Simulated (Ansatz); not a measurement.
# VN2: further runs on the relaxed cell

The task here is to estimate one member of a computed series from the others.

Method: DFT PBE, scalar-relativistic, plane waves, PAW, in Ansatz 0.2.0.

1 further run of the same task is left out (set aside as unsound or not needed).

## Starting point

Symmetry: I4/mcm, No. 140, tetragonal system. The conventional cell has a = 4.307 Å, b = 4.307 Å, c = 4.968 Å, α = 90.00°, β = 90.00°, γ = 90.00°. V (site symmetry 422) is surrounded by 8 N at 2.13 Å. N (site symmetry m2m) has 1 N at 1.38 Å as nearest neighbours.

Coordinates:

```
CELL_PARAMETERS angstrom
-2.15335 2.15335 2.48424
2.15335 -2.15335 2.48424
2.15335 2.15335 -2.48424
ATOMIC_POSITIONS crystal
V 0.25000 0.25000 0.00000
V 0.75000 0.75000 0.00000
N 0.11357 0.61357 0.72715
N 0.61357 0.88643 0.50000
N 0.88643 0.38643 0.27285
N 0.38643 0.11357 0.50000
```

It is the result of an earlier relaxation at this level (volume 7.68 Å³/atom; gap on the mesh: none (metal)).

The first run:

The input, input.yaml:

```yaml
crystal:
  lattice:
    - [-2.1533489897, 2.1533489897, 2.4842410743]
    - [2.1533489897, -2.1533489897, 2.4842410743]
    - [2.1533489897, 2.1533489897, -2.4842410743]
  atoms:
    - { symbol: V, position: [0.25, 0.25, 0.0] }
    - { symbol: V, position: [0.75, 0.75, 0.0] }
    - { symbol: "N", position: [0.1135731475, 0.6135731475, 0.727146295] }
    - { symbol: "N", position: [0.6135731475, 0.8864268525, 0.5] }
    - { symbol: "N", position: [0.8864268525, 0.3864268525, 0.272853705] }
    - { symbol: "N", position: [0.3864268525, 0.1135731475, 0.5] }
basis:
  ecutwfc: 420
kpoints:
  mp_grid: { grid: [12, 12, 12] }
  band_path:
    path:
      - [[0.0, 0.0, 0.0], [0.0, 0.0, 0.5], [0.25, 0.25, 0.25], [0.0, 0.5, 0.0], [0.0, 0.0, 0.0], [0.5, 0.5, -0.5], [0.4378371, 0.5621629, -0.4378371]]
      - [[-0.4378371, 0.4378371, 0.4378371], [0.0, 0.0, 0.0]]
      - [[0.0, 0.0, 0.5], [-0.3756742, 0.3756742, 0.5]]
      - [[0.5, 0.5, -0.3756742], [0.5, 0.5, -0.5]]
    npoints: 14
hamiltonian:
  xc: pbe
scf:
  occupations: { method: gaussian, width: 0.1 }
  n_extra_bands: 15
output:
  forces: true
  stress: true
  eigenvalues: true
  populations: true
  dos: { projected: true, de: 0.02, nscf_kmesh: { grid: [18, 18, 18] } }
  bader: true
  write_density: true
  write_potential: true
  elf: true
  volumetric_format: npy
```

Started as:

```sh
> ansatz run input.yaml --threads 1 --pin off --max-ram 2560MiB --backend cpu --events-out ev --progress --plain --runs-dir out
```

Among the steps run: Bands, states and charges; Point at V/V0 = 0.97; Volume × 1.03; Point at V/V0 = 0.94; Volume × 1.06.

One table of the session follows, with a row left open; its other results are not shown here.

It belongs to the step «Equation of state». 

```
volume (Å³/atom)  energy above the lowest point (meV/atom)  pressure (GPa)
           7.219                                      29.7           22.03
           7.449                                       7.0           10.08
           7.679                                       0.0            0.00
           7.910                                         ?               ?
           8.140                                      23.9          -15.60
```

Q: Estimate the row for volume (Å³/atom) = 7.910 from the others.

Worked estimate for «energy above the lowest point (meV/atom)». A straight line through the neighbours (7.679, 0.0) and (8.140, 23.9) gives 0.0 + (23.9 − 0.0) × (7.910 − 7.679) / (8.140 − 7.679) = 12.0; a parabola fitted to 3 rows on both sides gives 5.6.

As computed: energy above the lowest point (meV/atom): 6.3; pressure (GPa): -8.49. In «energy above the lowest point (meV/atom)» the line misses by +5.7 and the parabola by -0.7.
